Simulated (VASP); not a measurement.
# Settings for MgS: energy along a vibration (SMASS = -2)

MgS, F-43m (no. 216), atoms displaced along the mode, 2 atoms in the cell. PBEsol, energy along a line of displacements; PAW potentials S, Mg (PBE set). VASP 6.6.1.

Wanted: harmonic frequency within 1 %.

Space group without the displacement: F-43m (no. 216); Mode: optical mode at Gamma along [111].

POSCAR of the starting run:
```
MgS
1.0
    0.0000000000      2.8331200468      2.8331200468
    2.8331200468      0.0000000000      2.8331200468
    2.8331200468      2.8331200468      0.0000000000
S Mg
1 1
Direct
    0.7464850391      0.7464850391      0.7464850391
    0.0046364800      0.0046364800      0.0046364800

    0.0049791531   0.0049791531   0.0049791531
   -0.0065678523  -0.0065678523  -0.0065678523
```

The series start from k mesh: 5 × 5 × 5; Cutoff (eV): 340; Step along the mode (Å): 0.02; Electronic threshold (eV): 1e-7. Each series keeps the choices made before it, and each single choice may use up half of a tolerance.

## k mesh

| k mesh | Harmonic frequency (THz) | Time (s) |
|---|---|---|
| 2 × 2 × 2 | 9.769 | 14 |
| 3 × 3 × 3 | 9.84 | 16 |
| 4 × 4 × 4 | 9.851 | 23 |
| 5 × 5 × 5 | 9.854 | 36 |
| 6 × 6 × 6 | 9.854 | 46 |
| 7 × 7 × 7 (reference) | 9.854 | 69 |

## Cutoff (eV)

| Cutoff (eV) | Harmonic frequency (THz) | Time (s) |
|---|---|---|
| 190 | 9.84 | 9.1 |
| 230 | 9.925 | 10 |
| 260 | 9.882 | 14 |
| 300 | 9.843 | 14 |
| 340 | 9.84 | 16 |
| 390 (reference) | 9.845 | 18 |

## Electronic threshold (eV)

| Electronic threshold (eV) | Harmonic frequency (THz) | Time (s) |
|---|---|---|
| 0.001 | 9.87 | 9.4 |
| 0.0001 | 9.871 | 11 |
| 1e-5 | 9.871 | 13 |
| 1e-6 | 9.871 | 14 |
| 1e-7 | 9.871 | 16 |
| 1e-8 (reference) | 9.871 | 18 |

## Question

The rows run from the loosest to the tightest. For each series: choose the loosest value from which every tighter one stays within half of the tolerance.

## Answer

- k mesh: 3 × 3 × 3
- Cutoff (eV): 260
- Electronic threshold (eV): 0.001

Also changed on the way, by series that aren't shown: Step along the mode (Å): 0.08.

## All choices together

| Input | Harmonic frequency (THz) | Time (s) |
|---|---|---|
| defaults on a coarse mesh (naive) | 9.637 | 2.7 |
| chosen settings | 9.87 | 9.4 |
| reference settings throughout | 9.86 | 111 |

The tolerance is met.

## The input

INCAR:
```
ALGO     = Normal         # electronic algorithm
EDIFF    = 0.001          # SCF threshold, eV
ENCUT    = 260            # plane-wave cutoff, eV
GGA      = PS             # functional
IBRION   = 0              # ionic algorithm
ISMEAR   = 0              # smearing method
ISYM     = 0            
IWAVPR   = 11           
KPAR     = 2            
LASPH    = True           # aspherical terms in the spheres
LCHARG   = False          # write CHGCAR
LREAL    = False          # projectors in reciprocal space
LWAVE    = False          # write WAVECAR
NELMIN   = 4            
NSW      = 9              # ionic steps
POTIM    = 1              # step
PREC     = Accurate       # precision mode
SIGMA    = 0.03           # smearing width, eV
SMASS    = -2            
```

KPOINTS:
```
Automatic mesh
0
Gamma
  3 3 3
  0 0 0
```

POSCAR:
```
MgS
1.0
    0.0000000000      2.8331200468      2.8331200468
    2.8331200468      0.0000000000      2.8331200468
    2.8331200468      2.8331200468      0.0000000000
S Mg
1 1
Direct
    0.7359401563      0.7359401563      0.7359401563
    0.0185459201      0.0185459201      0.0185459201

    0.0199166125   0.0199166125   0.0199166125
   -0.0262714090  -0.0262714090  -0.0262714090
```

Commands:
```
cat potpaw_PBE.64/S/POTCAR potpaw_PBE.64/Mg/POTCAR > POTCAR
mpirun -np 2 vasp_std > vasp.out
```

Limits: NELMIN = 4 forces that many electronic steps, so a loose EDIFF looks better here than it is.

The chosen input took VASP 6.6.1 9.4 s on 2 cores (AMD EPYC 7R43 (Zen 3)), a shared host.

## An input that fails: POTIM multiplies the typed steps tenfold

It runs to its end, but against the unchanged starting input it is off by 3706 % in the harmonic frequency.

Changes against the starting input:
```
- POTIM = 1
+ POTIM = 10
```
